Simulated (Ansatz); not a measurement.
```yaml
crystal:
  periodic: [false, false, false]
  atoms:
    - {symbol: N, position_ang: [-0.079329, 1.146118, -0.242937]}
    - {symbol: C, position_ang: [-0.230558, -0.213150, -0.398266]}
    - {symbol: N, position_ang: [0.337163, -0.960565, 0.608545]}
    - {symbol: O, position_ang: [-0.812219, -0.708162, -1.338490]}
    - {symbol: H, position_ang: [-0.658083, 1.686094, -0.863814]}
    - {symbol: H, position_ang: [0.007210, 1.513699, 0.689495]}
    - {symbol: H, position_ang: [0.398083, -1.941197, 0.392517]}
    - {symbol: H, position_ang: [1.129833, -0.579939, 1.097249]}
basis:
  gaussian: {orbitals: aug-pcseg-2, fitting: {mean_field: cc-pVTZ-jkfit}, nuclear_model: gaussian}
magnetization: {spin_polarized: true, initial_magnetization: 1}
hamiltonian: {xc: {name: wPBEh}}
```

```sh
$ ansatz run in.yaml --threads 4 --pin off --events-out ev --progress --plain --max-ram 10444MiB
```

**Question.** How does Ansatz answer? (Estimate.)

**Answer.** Computed: The program refused the input.
```
Error: a molecule whose nuclei and cores have a total charge of 32 cannot have a net charge of 0 together with 1 unpaired electrons
```
